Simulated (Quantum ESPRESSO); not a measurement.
Runs of Quantum ESPRESSO 7.5 on ZnS. Symmetry: F-43m, No. 216, cubic system. The conventional cell has a = 5.404 Å, b = 5.404 Å, c = 5.404 Å, α = 90.00°, β = 90.00°, γ = 90.00°. Around Zn (site symmetry -43m) lie 4 S at 2.34 Å. S (site symmetry -43m) is surrounded by 4 Zn at 2.34 Å. 

```csv
task,level,potentials or basis,spin,fixed moment (μB),cell,k mesh,cutoff (eV),smearing,ASE optimiser,mixing beta,SCF threshold,symmetry,form of the LDA correlation,other keys,mesh quality,gap on the mesh (eV),pressure (GPa),relaxed volume (Å³/atom)
relaxation of cell and atoms,AM05,SSSP 1.3 efficiency PBE,off,-,relaxed,9 × 9 × 9,748,fixed,LBFGS,0.5,4e-10 Ry,-,-,-,not flagged,2.12,0.0,19.30
band structure,r2SCAN,SG15 PBE 1.2,off,-,as given,7 × 7 × 7,952,fermi-dirac 0.05 eV,-,0.5,1e-08 Ry,off,-,-,not flagged,2.62,0.0,-
relaxation of cell and atoms,PBEint,GBRV 1.5 PBE,"collinear, ferromagnetic start",0.0,relaxed from: cell strained at random at fixed volume,4 × 4 × 4,612,fixed,FIRE,0.3,4e-10 Ry,-,-,-,coarse,-,0.0,19.53
single point,RPBE+D3(BJ),SSSP 1.3 efficiency PBE,off,-,volume scaled by 0.92,9 × 9 × 9,748,methfessel-paxton 0.2 eV,-,0.5,4e-10 Ry,-,-,-,not flagged,(a),0.2,-
single point,LDA+rVV10,GBRV 1.5 LDA,off,-,as given,9 × 9 × 9,612,fixed,-,0.5,4e-10 Ry,-,PW92,verbose = yes; diago_david_ndim = 3,not flagged,1.74,(b),-
```

**Question.** Fill in the values left out.

**Answer.** (a) 2.64; (b) -6.9.

Caveats: some runs use coarse meshes; the potentials were made for another functional, which shifts forces and pressure (some runs); the total moment is fixed, so each spin has its own Fermi level (some runs); this smearing can shift energies of a crystal with a gap (some runs); rVV10's parameter b was fitted to another functional (some runs).

